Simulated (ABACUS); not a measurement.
# MgSe (Fm-3m) in ABACUS: a series of runs

One crystal, MgSe, is run at these levels: WC; tasks: equation of state.

All numbers are computed with ABACUS 3.10.1; they aren't measurements. Logs are shortened: lines on timing, memory, paths and dates and some standing lists are left out, and cuts for length are marked.

## Step 1: Starting point

It takes space group Fm-3m (No. 225, cubic). Conventional cell: a = 5.451 Å, b = 5.451 Å, c = 5.451 Å, α = 90.00°, β = 90.00°, γ = 90.00°. Around Se (site symmetry m-3m) lie 6 Mg at 2.73 Å. Around Mg (site symmetry m-3m) lie 6 Se at 2.73 Å.

## Step 2: Equation of state, WC, 19.03 Å³/atom (volume scaled by 0.94)

INPUT reads:

```
INPUT_PARAMETERS
suffix              MgSe
calculation         scf
basis_type          pw
pseudo_dir          ./
latname             fcc
symmetry            1
dft_functional      wc
ecutwfc             87
pseudo_rcut         7
nspin               1
nbands              12
ks_solver           dav
smearing_method     fd
smearing_sigma      0.00367493
scf_thr             1e-08
scf_nmax            100
mixing_type         broyden
mixing_beta         0.7
cal_force           1
cal_stress          1
kpar                4
```

STRU reads:

```
ATOMIC_SPECIES
Se 78.9710 Se_ONCV_PBE-1.2.upf
Mg 24.3050 Mg_ONCV_PBE-1.2.upf

LATTICE_CONSTANT
10.0906157117

ATOMIC_POSITIONS
Direct

Se
0.0
1
0.5000000000 0.5000000000 0.5000000000 1 1 1

Mg
0.0
1
0.0000000000 0.0000000000 0.0000000000 1 1 1
```

KPT reads:

```
K_POINTS
0
Gamma
6 6 6 0 0 0
```

Potentials or basis: SG15 ONCV 1.2 PBE, plane waves.

On the command line:

```console
$ OMP_NUM_THREADS=1 mpirun -np 4 abacus > log
```

running log:

```text
ABACUS v3.10.1

               Atomic-orbital Based Ab-initio Computation at UStc

 ------------------------------------------------------------------------------------

 READING GENERAL INFORMATION
                           global_out_dir = OUT.MgSe/
                           global_in_card = INPUT
                               pseudo_dir = ./
                              orbital_dir =
                                    DSIZE = 4
                                    GSIZE = 1

 READING UNITCELL INFORMATION
                                    ntype = 2
                  lattice constant (Bohr) = 10.0906
              lattice constant (Angstrom) = 5.33972

 READING ATOM TYPE 1
                               atom label = Se
                      L=0, number of zeta = 1
                      L=1, number of zeta = 1
                      L=2, number of zeta = 1
             number of atom for this type = 1

 READING ATOM TYPE 2
                               atom label = Mg
                      L=0, number of zeta = 1
                      L=1, number of zeta = 1
                      L=2, number of zeta = 1
             number of atom for this type = 1

                        TOTAL ATOM NUMBER = 2
DIRECT COORDINATES
    atom                   x                   y                   z     mag                  vx                  vy                  vz
taud_Se1            0.5000000000        0.5000000000        0.5000000000  0.0000        0.0000000000        0.0000000000        0.0000000000
taud_Mg1            0.0000000000        0.0000000000        0.0000000000  0.0000        0.0000000000        0.0000000000        0.0000000000

                          Volume (Bohr^3) = 256.858
                             Volume (A^3) = 38.0624

 Lattice vectors: (Cartesian coordinate: in unit of a_0)
                 -0.5                  +0                +0.5
                   +0                +0.5                +0.5
                 -0.5                +0.5                  +0
 Reciprocal vectors: (Cartesian coordinate: in unit of 2 pi/a_0)
                   -1                  -1                  +1
                   +1                  +1                  +1
                   -1                  +1                  -1
 The esolver type has been set to : ksdft_pw

                PAO radial cut off (Bohr) = 7

 Read in pseudopotential file is Se_ONCV_PBE-1.2.upf
                     pseudopotential type = NC
          exchange-correlation functional = PBE
                 nonlocal core correction = 0
                        valence electrons = 6
                                     lmax = 2
                           number of zeta = 0
                     number of projectors = 6
                           L of projector = 0
                           L of projector = 0
                           L of projector = 1
                           L of projector = 1
                           L of projector = 2
                           L of projector = 2
 XC functional updated to : wc
          exchange-correlation functional = WC
                PAO radial cut off (Bohr) = 7

 Read in pseudopotential file is Mg_ONCV_PBE-1.2.upf
                     pseudopotential type = NC
          exchange-correlation functional = PBE
                 nonlocal core correction = 0
                        valence electrons = 10
                                     lmax = 1
                           number of zeta = 0
                     number of projectors = 4
                           L of projector = 0
                           L of projector = 0
                           L of projector = 1
                           L of projector = 1
 XC functional updated to : wc
          exchange-correlation functional = WC
     initial pseudo atomic orbital number = 0

 SETUP THE ELECTRONS NUMBER
            electron number of element Se = 6
      total electron number of element Se = 6
            electron number of element Mg = 10
      total electron number of element Mg = 10
            AUTOSET number of electrons:  = 16
                           occupied bands = 8
                                   NBANDS = 12
                                   NLOCAL = 18

%%%%%%%%%%%%%%%%%%%%%%%%%%%%%%%%%%%%%%%%%%%%%%%%%%%%%%%%%%%%%%%%%%%%%%%%%%%%%%%%%%%%%%%%%%%%%%%%%%%%%%%%%%
 Warning: the number of valence electrons in pseudopotential > 2 for Mg: [Ne] 3s2
 Pseudopotentials with additional electrons can yield (more) accurate outcomes, but may be less efficient.
 If you're confident that your chosen pseudopotential is appropriate, you can safely ignore this warning.
%%%%%%%%%%%%%%%%%%%%%%%%%%%%%%%%%%%%%%%%%%%%%%%%%%%%%%%%%%%%%%%%%%%%%%%%%%%%%%%%%%%%%%%%%%%%%%%%%%%%%%%%%%

 SETUP THE PLANE WAVE BASIS
 energy cutoff for charge/potential (unit:Ry) = 348
            fft grid for charge/potential = [ 45, 45, 45 ]
                        fft grid division = [ 1, 1, 1 ]
        big fft grid for charge/potential = [ 45, 45, 45 ]
                                     nbxx = 91125
                                     nrxx = 91125

 SETUP PLANE WAVES FOR CHARGE/POTENTIAL
                    number of plane waves = 27989
                         number of sticks = 1225

 PARALLEL PW FOR CHARGE/POTENTIAL
     PROC   COLUMNS(POT)             PW
        1           1225          27989
 --------------- sum -------------------
        1           1225          27989
                            number of |g| = 301
                                  max |g| = 896
                                  min |g| = 0

----------- Double Check Mixing Parameters Begin ------------
mixing_type: broyden
mixing_beta: 0.7
mixing_gg0: 1
mixing_gg0_min: 0.1
mixing_ndim: 8
----------- Double Check Mixing Parameters End ------------

 LATTICE VECTORS: (CARTESIAN COORDINATE: IN UNIT OF A0)
                 -0.5                  +0                +0.5
                   +0                +0.5                +0.5
                 -0.5                +0.5                  +0
                       right hand lattice = 1
                                   NORM_A = 0.707107
                                   NORM_B = 0.707107
                                   NORM_C = 0.707107
                           ALPHA (DEGREE) = 60
                           BETA  (DEGREE) = 60
                           GAMMA (DEGREE) = 60

 The lattice vectors have been changed (STRU_SIMPLE.cif)

(for optimal symmetric configuration:)
                             BRAVAIS TYPE = 3
                     BRAVAIS LATTICE NAME = 03. Cubic F (face-centered)
                                    ibrav = 3
                                    IBRAV = 3
                                  BRAVAIS = FACE CENTERED CUBIC
                       LATTICE CONSTANT A = 1
Original cell was already a primitive cell.
                        ROTATION MATRICES = 48
              PURE POINT GROUP OPERATIONS = 48
                   SPACE GROUP OPERATIONS = 48
                              POINT GROUP = O_h
               POINT GROUP IN SPACE GROUP = O_h

 SETUP K-POINTS
                                    nspin = 1
                   Input type of k points = Monkhorst-Pack(Gamma)
                                   nkstot = 216
                       right hand lattice = 1
(for reciprocal lattice: )
                             BRAVAIS TYPE = 2
                     BRAVAIS LATTICE NAME = 02. Cubic I (body-centered)
                                    ibrav = 2
                       right hand lattice = 1
(for k-lattice: )
                             BRAVAIS TYPE = 2
                     BRAVAIS LATTICE NAME = 02. Cubic I (body-centered)
                                    ibrav = 2
                       right hand lattice = 1
                        ROTATION MATRICES = 48
                               nkstot_ibz = 16
K-POINTS REDUCTION ACCORDING TO SYMMETRY
     IBZ    DIRECT_X    DIRECT_Y    DIRECT_Z  WEIGHT  ibz2bz
       1  0.00000000  0.00000000  0.00000000  0.0046       0
       2  0.16666667  0.16666667  0.16666667  0.0370       1
       3  0.33333333  0.33333333  0.33333333  0.0370       2
       4  0.50000000  0.50000000  0.50000000  0.0185       3
       5  0.16666667  0.16666667  0.00000000  0.0278       7
       6  0.33333333  0.33333333  0.16666667  0.1111       8
[... 8 lines left out ...]
      15  0.50000000  0.33333333 -0.33333333  0.1111      52
      16  0.50000000  0.33333333 -0.16666667  0.0556      58

                               nkstot now = 16
[... K-POINTS DIRECT COORDINATES: 16 rows ...]

           k-point number in this process = 4
       minimum distributed K point number = 4
[... stars of the k points ...]

[... K-POINTS CARTESIAN COORDINATES: 4 rows ...]

[... K-POINTS DIRECT COORDINATES: 4 rows ...]

 SETUP PLANE WAVES FOR WAVE FUNCTIONS
     energy cutoff for wavefunc (unit:Ry) = 87
              fft grid for wave functions = [ 45, 45, 45 ]
                    number of plane waves = 4279
                         number of sticks = 349

 PARALLEL PW FOR WAVE FUNCTIONS
     PROC   COLUMNS(POT)             PW
        1            349           4279
 --------------- sum -------------------
        1            349           4279

 SETUP NONLOCAL PSEUDOPOTENTIALS IN PLANE WAVE BASIS
 Se non-local projectors:
 projector 1 L=0
 projector 2 L=0
 projector 3 L=1
 projector 4 L=1
 projector 5 L=2
 projector 6 L=2
 Mg non-local projectors:
 projector 1 L=0
 projector 2 L=0
 projector 3 L=1
 projector 4 L=1
      TOTAL NUMBER OF NONLOCAL PROJECTORS = 26

 Init Non-Local PseudoPotential table :
 Init Non-Local-Pseudopotential done.

                                     npwx = 3548

 -------------------------------------------
 SELF-CONSISTENT
 -------------------------------------------
                                 init_chg = atomic

 PW ALGORITHM --------------- ION=   1  ELEC=   1--------------------------------
 Notice: Threshold on eigenvalues was too large.
 hsover_error=0.16 > DRHO=0.0725271
 Origin diag ethr = 0.01
 New diag ethr = 0.000453295

 Density error is 0.0713095431101
                          Error Threshold = 0.00045329452306
----------------------------------------------------------
     Energy           Rydberg                 eV
----------------------------------------------------------
 E_KohnSham     -127.5889617675      -1735.9368819415
 E_Harris       -129.0553890704      -1755.8886489650
 E_Fermi        0.5972801050         8.1264127299
----------------------------------------------------------
[... 51 lines left out ...]
 Density error is 5.49354030132e-09
                          Error Threshold = 4.16123516718e-10
----------------------------------------------------------
     Energy           Rydberg                 eV
----------------------------------------------------------
 E_KohnSham     -127.6015861140      -1736.1086449881
 E_KS(sigma->0) -127.6015861140      -1736.1086449878
 E_Harris       -127.6020098860      -1736.1144107018
 E_band         -23.6873966730       -322.2835655390
 E_one_elec     -69.4452807724       -944.8515177146
 E_Hartree      34.6563100803        471.5232887472
 E_xc           -18.0590810675       -245.7064031622
 E_Ewald        -74.7535343544       -1017.0740128581
 E_entropy(-TS) -0.0000000000        -0.0000000005
 E_descf        0.0000000000         0.0000000000
 E_exx          0.0000000000         0.0000000000
 E_Fermi        0.6142241485         8.3569482686
----------------------------------------------------------

 charge density convergence is achieved
 final etot is -1736.108645 eV
 EFERMI = 8.3569482686 eV

 STATE ENERGY(eV) AND OCCUPATIONS    NSPIN == 1
 1/4 kpoint (Cartesian) = 0.0000 0.0000 0.0000 (3527 pws)
       1       -67.7862     0.00925926
       2       -34.4982     0.00925926
       3       -34.4982     0.00925926
       4       -34.4982     0.00925926
       5       -5.92310     0.00925926
       6        7.41891     0.00925926
       7        7.41891     0.00925926
       8        7.41891     0.00925926
       9        10.3475    4.74924e-20
      10        14.6927    8.61500e-58
      11        14.6927    8.61500e-58
      12        14.6927    8.61500e-58

 2/4 kpoint (Cartesian) = -0.16667 0.16667 0.16667 (3545 pws)
       1       -67.7862      0.0740741
       2       -34.4994      0.0740741
       3       -34.4983      0.0740741
       4       -34.4983      0.0740741
       5       -5.66130      0.0740741
       6        5.47277      0.0740741
       7        7.22245      0.0740741
       8        7.22245      0.0740741
       9        11.5618    1.07893e-29
      10        14.5473    1.26252e-55
      11        14.9654    2.94417e-59
      12        14.9654    2.94417e-59

 3/4 kpoint (Cartesian) = -0.33333 0.33333 0.33333 (3548 pws)
       1       -67.7861      0.0740741
       2       -34.5019      0.0740741
       3       -34.4986      0.0740741
       4       -34.4986      0.0740741
       5       -5.02938      0.0740741
       6        3.08770      0.0740741
       7        6.89108      0.0740741
       8        6.89108      0.0740741
       9        11.4004    2.72249e-28
      10        13.9779    1.11345e-50
      11        13.9779    1.11345e-50
      12        16.5772    2.94717e-73

 4/4 kpoint (Cartesian) = -0.50000 0.50000 0.50000 (3498 pws)
       1       -67.7859      0.0370370
       2       -34.5031      0.0370370
       3       -34.4987      0.0370370
       4       -34.4987      0.0370370
       5       -4.62606      0.0370370
       6        2.05178      0.0370370
       7        6.74794      0.0370370
       8        6.74794      0.0370370
       9        11.1610    1.63227e-26
      10        13.5189    5.39635e-47
      11        13.5189    5.39635e-47
      12        16.4960    7.47267e-73

------------------------------------------------------------------------------------------
 TOTAL-FORCE (eV/Angstrom)
------------------------------------------------------------------------------------------
                       Se1         0.0000000000         0.0000000000         0.0000000000
                       Mg1         0.0000000000         0.0000000000         0.0000000000
------------------------------------------------------------------------------------------

----------------------------------------------------------------
 TOTAL-STRESS (KBAR)
----------------------------------------------------------------
        59.5679322500         0.0000000000         0.0000000000
         0.0000000000        59.5679322500         0.0000000000
         0.0000000000         0.0000000000        59.5679322500
----------------------------------------------------------------
 TOTAL-PRESSURE: 59.567932 KBAR

 --------------------------------------------
 !FINAL_ETOT_IS -1736.1086449880920100 eV
 --------------------------------------------
```

Wall time 6.7 s (4 MPI ranks of Intel Xeon Platinum 8259CL at 2.50GHz (Skylake/Cascade Lake), shared host); peak memory 0.32 GiB.

What came out:

| Property | Result |
| --- | --- |
| Free energy | -1736.1086 eV |
| Pressure | 6.0 GPa |
| Band gap on the k mesh | 1.86 eV, indirect (least direct gap 2.93 eV) |

Caveat: the potentials were made for another functional, which shifts forces and pressure.

## Step 3: Equation of state, WC, 19.84 Å³/atom (volume scaled by 0.98)

INPUT is that of step 2.

STRU: that of step 2 with these lines changed.

```diff
@@ -5,3 +5,3 @@
 LATTICE_CONSTANT
-10.0906157117
+10.2317614845
```

KPT is that of step 2.

Potentials or basis: SG15 ONCV 1.2 PBE, plane waves.

On the command line:

```console
$ OMP_NUM_THREADS=1 mpirun -np 4 abacus > log
```

It took 8 s on 4 MPI ranks of Intel Xeon Platinum 8259CL at 2.50GHz (Skylake/Cascade Lake), shared host; peak memory 0.32 GiB.

It converged, with:

```yaml
Free_energy: -1736.1523 eV
Pressure: 2.6 GPa
Band_gap_on_the_k_mesh: 1.80 eV, indirect (least direct gap 2.63 eV)
```

Caveat: the potentials were made for another functional, which shifts forces and pressure.

## Step 4: Equation of state, WC, 20.65 Å³/atom (volume scaled by 1.02)

INPUT is that of step 3.

STRU: that of step 3 with these lines changed.

```diff
@@ -5,3 +5,3 @@
 LATTICE_CONSTANT
-10.2317614845
+10.3691169550
```

KPT is that of step 3.

On the command line:

```console
$ OMP_NUM_THREADS=1 mpirun -np 4 abacus > log
```

Run time: 7.6 s. Hardware: 4 MPI ranks of Intel Xeon Platinum 8259CL at 2.50GHz (Skylake/Cascade Lake), shared host; peak memory 0.32 GiB.

Results (log left out):

```
Free energy            : -1736.1652 eV
Pressure               : -0.2 GPa
Band gap on the k mesh : 1.73 eV, indirect (least direct gap 2.37 eV)
```

Caveat: the potentials were made for another functional, which shifts forces and pressure.

## Step 5: Equation of state, WC, 21.46 Å³/atom (volume scaled by 1.06)

INPUT is that of step 4.

STRU: that of step 4 with these lines changed.

```diff
@@ -5,3 +5,3 @@
 LATTICE_CONSTANT
-10.3691169550
+10.5029267710
```

KPT is that of step 4.

On the command line:

```console
$ OMP_NUM_THREADS=1 mpirun -np 4 abacus > log
```

Run time: 7.5 s. Hardware: 4 MPI ranks of Intel Xeon Platinum 8259CL at 2.50GHz (Skylake/Cascade Lake), shared host; peak memory 0.32 GiB.

The run converged. Its results:

```
Free energy            : -1736.1528 eV
Pressure               : -2.4 GPa
Band gap on the k mesh : 1.67 eV, indirect (least direct gap 2.13 eV)
```

Caveat: the potentials were made for another functional, which shifts forces and pressure.

## Step 6: Equation of state, WC

Potentials or basis: SG15 ONCV 1.2 PBE, plane waves.

No new run: the results of the series are fitted here.

Results:

```
Equilibrium volume                      : 20.63 Å³/atom
Bulk modulus                            : 64 GPa
Pressure derivative of the bulk modulus : 4.1 (rough: it moves with the points fitted)
```

Energy against volume, from the lowest point:
| volume (Å³/atom) | energy (meV/atom) |
| --- | --- |
| 19.031 | 28.26 |
| 19.841 | 6.42 |
| 20.651 | 0.00 |
| 21.461 | 6.18 |

Caveat: the potentials were made for another functional, which shifts forces and pressure.

## Step 7: For comparison

An earlier run on the cell as given: functional PBEsol; potentials or basis PseudoDojo NC SR 0.4.1 PBEsol standard; cutoff 1184 eV; density cutoff 4735 eV; basis plane waves; k mesh 8 × 8 × 8; occupations fermi-dirac, width 0.05 eV; no spin polarisation.

- Pressure: 0.0 GPa
- Band gap on the k mesh: 1.77 eV, indirect (least direct gap 2.50 eV)
